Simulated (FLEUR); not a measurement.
# Al (Fm-3m) in FLEUR: notebook, part 2 of 2

FLEUR MaX-R8.1 (later development tree). Earlier steps stand in the parts before.

## (5) Equation of state, LDA (Perdew-Zunger), 16.60 Å³/atom

Contents of inp.xml:

```xml
<?xml version="1.0" encoding="UTF-8" standalone="no"?>
<fleurInput fleurInputVersion="0.39">
   <comment>
      Al                                                                                                  
   </comment>
   <calculationSetup>
      <cutoffs Kmax="3.8" Gmax="11.8" GmaxXC="11.8" numbands="0"/>
      <scfLoop itmax="60" minDistance="0.00001" maxIterBroyd="15" imix="Anderson" alpha="0.05" precondParam="0.0" spinf="2.0" sdNocoIR="T"/>
      <coreElectrons ctail="T" frcor="F" kcrel="0" coretail_lmax="0"/>
      <xcFunctional name="pz" relativisticCorrections="F"/>
      <magnetism jspins="1"/>
      <soc l_soc="F" theta="0.0" phi="0.0" spav="F"/>
      <expertModes spex="0" secvar="F"/>
      <geometryOptimization l_f="F" forcealpha="1.0" forcemix="BFGS" epsdisp="0.00001" epsforce="0.00001"/>
      <ldaU l_linMix="F" mixParam="0.05" spinf="1.0"/>
   </calculationSetup>
   <cell>
      <bzIntegration valenceElectrons="11.0" mode="hist" fermiSmearingEnergy="0.00183747">
         <kPointListSelection listName="default-1"/>
         <!-- k-points included here -->
         <xi:include xmlns:xi="http://www.w3.org/2001/XInclude" href="kpts.xml"> </xi:include>
      </bzIntegration>
      <!-- symmetry operations included here -->
      <xi:include xmlns:xi="http://www.w3.org/2001/XInclude" href="sym.xml"> </xi:include>
      <bulkLattice scale="1.0000000000">
         <bravaisMatrix>
            <row-1>    0.0000000000000000     3.8263269057207032     3.8263269057207032</row-1>
            <row-2>    3.8263269057207032     0.0000000000000000     3.8263269057207032</row-2>
            <row-3>    3.8263269057207032     3.8263269057207032     0.0000000000000000</row-3>
         </bravaisMatrix>
      </bulkLattice>
   </cell>
   <atomSpecies>
      <species name="Aluminum (Al)" element="Al" atomicNumber="13">
         <mtSphere radius="2.45" gridPoints="829" logIncrement="0.014"/>
         <atomicCutoffs lmax="10" lnonsphr="8"/>
         <electronConfig flipSpins="F">
            <coreConfig>(1s1/2)</coreConfig>
            <valenceConfig>(2s1/2) (2p1/2) (2p3/2) (3s1/2) (3p1/2) (3p3/2)</valenceConfig>
            <stateOccupation state="(3p1/2)" spinUp="0.166667" spinDown="0.166667"/>
            <stateOccupation state="(3p3/2)" spinUp="0.333333" spinDown="0.333333"/>
         </electronConfig>
         <energyParameters s="3" p="3" d="3" f="4"/>
         <lo type="SCLO" l="0" n="2" eDeriv="0"/>
         <lo type="SCLO" l="1" n="2" eDeriv="0"/>
         <lo type="SCLO" l="2" n="3" eDeriv="2"/>
         <lo type="SCLO" l="3" n="4" eDeriv="2"/>
      </species>
   </atomSpecies>
   <atomGroups>
      <atomGroup species="Aluminum (Al)">
         <relPos label="                   1">.0000000000 .0000000000 .0000000000</relPos>
         <force calculate="T" relaxXYZ="TTT"/>
      </atomGroup>
   </atomGroups>
   <output dos="F" band="F" slice="F">
      <checks vchk="F" cdinf="F"/>
      <bandDOS minEnergy="-.5*Htr" maxEnergy="0.5*Htr" sigma="0.015" storeEVData="T"/>
      <vacuumDOS vacdos="F" integ="F" star="F" nstars="0" locx1="0.0" locy1="0.0" locx2="0.0" locy2="0.0" nstm="0" tworkf="0.0"/>
      <unfoldingBand unfoldBand="F" supercellX="1" supercellY="1" supercellZ="1"/>
      <plotting iplot="0" polar="F">
         <plot TwoD="T" vec1="  1.0  0.0  0.0" vec2="  0.0  1.0  0.0" vec3="  0.0  0.0  1.0" zero="  0.0  0.0  0.0" file="plot"/>
      </plotting>
      <chargeDensitySlicing numkpt="0" minEigenval="0.0" maxEigenval="0.0" nnne="0" pallst="F"/>
      <specialOutput eonly="F"/>
      <moessbauerParams electricFieldGradient="T" isomerShift="T" coreHyperfine="T" valenceHyperfine="T"/>
      <magneticCircularDichroism mcd="F" energyLo="-10.0" energyUp="0.0"/>
   </output>
  <!-- We include the file relax.xml here to enable relaxations (see documentation) -->
  <xi:include xmlns:xi="http://www.w3.org/2001/XInclude" href="relax.xml"> <xi:fallback/> </xi:include>
</fleurInput>
```

The run is started by

```
inpgen -f crystal.txt -profile fastHighL
# inp.xml edited to the form shown
fleur_MPI
```

Run time: 4 s. Hardware: 1 thread of Intel Xeon Platinum 8488C (Sapphire Rapids), shared host; peak memory 0.08 GiB.

The run converged. Its results:

```yaml
Free_energy: -6582.9181 eV
Band_gap_on_the_k_mesh: none (metal or under the smearing width)
Valence_electrons_inside_the_program's_atomic_spheres: Al 9.72 (radii Al 2.45 bohr)
```

## (6) Equation of state, LDA (Perdew-Zunger), 17.27 Å³/atom (volume scaled by 1.04)

inp.xml, as its differences from that of step 5:

```diff
@@ -24,3 +24,3 @@
       <xi:include xmlns:xi="http://www.w3.org/2001/XInclude" href="sym.xml"> </xi:include>
-      <bulkLattice scale="1.0000000000">
+      <bulkLattice scale="1.0131594038">
          <bravaisMatrix>
```

Potentials or basis: all-electron, FLAPW.

The run is started by

```
inpgen -f crystal.txt -profile fastHighL
# inp.xml edited to the form shown
fleur_MPI
```

It took 4.2 s on 1 thread of Intel Xeon Platinum 8488C (Sapphire Rapids), shared host; peak memory 0.08 GiB.

Results (log left out):

| Item | Value |
| --- | --- |
| Free energy | -6582.8979 eV |
| Band gap on the k mesh | none (metal or under the smearing width) |
| Valence electrons inside the program's atomic spheres | Al 9.67 (radii Al 2.45 bohr) |

## (7) Equation of state, LDA (Perdew-Zunger), 17.60 Å³/atom (volume scaled by 1.06)

inp.xml, as its differences from that of step 6:

```diff
@@ -24,3 +24,3 @@
       <xi:include xmlns:xi="http://www.w3.org/2001/XInclude" href="sym.xml"> </xi:include>
-      <bulkLattice scale="1.0131594038">
+      <bulkLattice scale="1.0196128224">
          <bravaisMatrix>
```

The run is started by

```
inpgen -f crystal.txt -profile fastHighL
# inp.xml edited to the form shown
fleur_MPI
```

It took 4.2 s on 1 thread of Intel Xeon Platinum 8488C (Sapphire Rapids), shared host; peak memory 0.08 GiB.

It converged, with:

```
Free energy                                           : -6582.8843 eV
Band gap on the k mesh                                : none (metal or under the smearing width)
Valence electrons inside the program's atomic spheres : Al 9.65 (radii Al 2.45 bohr)
```

## (8) Equation of state, LDA (Perdew-Zunger)

This step only gathers the single runs of the series.

Results:

```yaml
Equilibrium_volume: 15.84 Å³/atom
Bulk_modulus: 85 GPa
Pressure_derivative_of_the_bulk_modulus: "4.6 (rough: it moves with the points fitted)"
```

Energy against volume, from the lowest point:
```csv
volume (Å³/atom),energy (meV/atom)
15.607,0.72
15.939,0.00
16.603,8.86
17.267,29.08
17.599,42.68
```

## (9) How close it comes

Step 8. Against the measured bulk modulus of Al, 76.9 GPa (quoted in “The interpretation of polycrystalline coherent inelastic neutron scattering from aluminium”, 2013, pmc:3831299), the calculated 85 GPa is off by +10.7 %. The fit is for a static lattice scaled at fixed shape and fixed fractional positions. The cell as given is a measured one (16.60 Å³/atom); LDA (Perdew-Zunger) puts the equilibrium volume -4.6 % from it, thermal expansion not counted.
